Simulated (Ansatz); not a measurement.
## How far is PAW off for AlN?

```
CELL_PARAMETERS angstrom
0.00000 1.95822 1.97800
1.95822 0.00000 1.97800
1.95822 1.95822 0.00000
ATOMIC_POSITIONS crystal
Al 0.00000 0.00000 0.00000
N 0.50000 0.50000 0.50000
```

Atom numbers follow the list: Al1, N2.

The geometry is COD entry 1523095, unchecked; take it as a test cell. The listed cell was then made from it by scaling, straining or moving an atom.

All numbers are computed: DFT, PBE, PAW with Ansatz's default frozen-core files, scalar-relativistic (Ansatz 0.2.0); DFT, PBE, all-electron PAW with datasets made for the crystal, scalar-relativistic (Ansatz 0.2.0); DFT, PBE, all-electron LAPW, scalar-relativistic (Ansatz 0.2.0).

For PAW: a Γ-centred 10×10×10 k mesh, Fermi–Dirac smearing of 0.02 eV, cutoff 420 eV, no spin polarisation. The crystal-made all-electron datasets (AE datasets) take a cutoff of 400 eV at this cell. LAPW targets a basis error of 1 meV/atom. The Ansatz runs share mesh, smearing and spin set-up. Plane-wave (PAW) pressures include the program's estimate of the Pulay term.

Stress and pressure are positive in compression.

The change that made this cell: equal xx and yy strain of -1 %.

```csv
quantity,PAW,AE datasets,LAPW
pressure (GPa),32.90,32.83,32.82
stress xx (GPa),34.42,34.36,34.36
stress zz (GPa),29.84,29.76,29.76
band gap (eV),5.054,5.068,5.068
field gradient Vzz at Al1 (10²¹ V/m²),0.39,0.41,–
field gradient Vzz at N2 (10²¹ V/m²),0.13,0.13,–
```

PAW's pressure differs from the LAPW value by +0.07 GPa.
